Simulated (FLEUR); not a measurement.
**Ge: single point with PBEsol**

The system is Ge.

```
CELL_PARAMETERS angstrom
3.99759 0.00000 0.00000
-1.99879 3.46201 0.00000
0.00000 0.00000 6.59938
ATOMIC_POSITIONS crystal
Ge 0.33333 0.66667 0.93710
Ge 0.66667 0.33333 0.43710
Ge 0.33333 0.66667 0.56290
Ge 0.66667 0.33333 0.06290
```

This isn't the form of Ge at room conditions, which is diamond.

| Quantity | Value |
| --- | --- |
| Program | FLEUR MaX-R8.1 (later development tree) |
| Task | single point |
| Functional | PBEsol |
| Potentials or basis | all-electron |
| Basis | FLAPW |
| Kmax | 4.71 1/bohr |
| k mesh | 8 × 8 × 4 |
| Occupations | fermi-dirac, width 0.05 eV |
| Spin | no spin polarisation |

- Largest force: 0.005 eV/Å
- Band gap on the k mesh: 0.10 eV, indirect (least direct gap 0.16 eV)
- Valence electrons inside the program's atomic spheres: Ge 19.77 (radii Ge 2.08 bohr)

Forces in eV/Å, atoms in the order of the input:
```
Ge   0.000  0.000 -0.005
Ge   0.000  0.000 -0.005
Ge   0.000  0.000  0.005
Ge   0.000  0.000  0.005
```

Levels at points of the mesh, in eV from the valence-band top:
```csv
k point,band 41,band 42,band 43,band 44,band 45,band 46,band 47,band 48
"(0.00, 0.00, 0.00)",-1.44,-0.12,-0.10,0.00,0.16,0.16,2.28,2.28
"(0.00, 0.00, 0.50)",-0.82,-0.82,-0.82,-0.82,0.68,0.68,3.38,3.38
"(0.00, 0.50, 0.00)",-4.57,-3.03,-2.80,-1.41,0.50,1.64,3.52,3.71
"(0.00, 0.50, 0.50)",-2.52,-2.52,-2.38,-2.38,0.51,0.51,2.09,2.09
```

Core levels (eV from the Fermi level):
| atom | levels |
| --- | --- |
| 1 Ge | 1s1/2 -10944.4, 2s1/2 -1365.6, 2p1/2 -1214.5, 2p3/2 -1182.7 |
| 2 Ge | 1s1/2 -10944.4, 2s1/2 -1365.6, 2p1/2 -1214.5, 2p3/2 -1182.7 |
| 3 Ge | 1s1/2 -10944.4, 2s1/2 -1365.6, 2p1/2 -1214.5, 2p3/2 -1182.7 |
| 4 Ge | 1s1/2 -10944.4, 2s1/2 -1365.6, 2p1/2 -1214.5, 2p3/2 -1182.7 |

It took 62 s on 4 MPI ranks on AMD EPYC 9R45 96-Core Processor (Zen 5), on a shared host.

A k mesh can miss the band edges. PBEsol gaps usually lie below the measured ones, often by a third to a half.
